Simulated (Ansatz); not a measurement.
# HfS2: zone-centre modes at 12 GPa

All numbers below come from DFT LDA, scalar-relativistic, plane waves, PAW (Ansatz 0.2.0). Plane waves to 420 eV; Γ-centred k mesh 12×12×8; Fermi-Dirac smearing of 0.15 eV. No spin polarisation. Phonons by linear response, acoustic sum rule imposed.

The cell, relaxed at 12 GPa:
```xyz
3
Lattice="3.3981 0.0000 0.0000 -1.6991 2.9429 0.0000 0.0000 0.0000 5.2177" Properties=species:S:1:pos:R:3 pbc="T T T"
Hf    0.0000    0.0000    0.0000
S     1.6991    0.9810    3.7339
S     0.0000    1.9619    1.4837
```

In a metal, frequencies and elastic constants depend on the k mesh and the smearing, soft modes and shear constants most. Spin–orbit coupling is left out, which matters for heavy elements. A semilocal functional can close a gap that the real compound has.

(1) Is this structure stable against zone-centre distortions?

(2) List the optical modes at Γ (i marks imaginary ones).

Answers

(1) Yes, at Γ: no optical mode is imaginary. Strains and other wave vectors aren't tested by this run.

(2)
| frequency (cm⁻¹) | degeneracy |
| --- | --- |
| 189 | 2 |
| 279 | 2 |
| 346 | 1 |
| 388 | 1 |

Cost: 1 run of about 5 core-minutes, on Arm Neoverse N1 (shared hosts).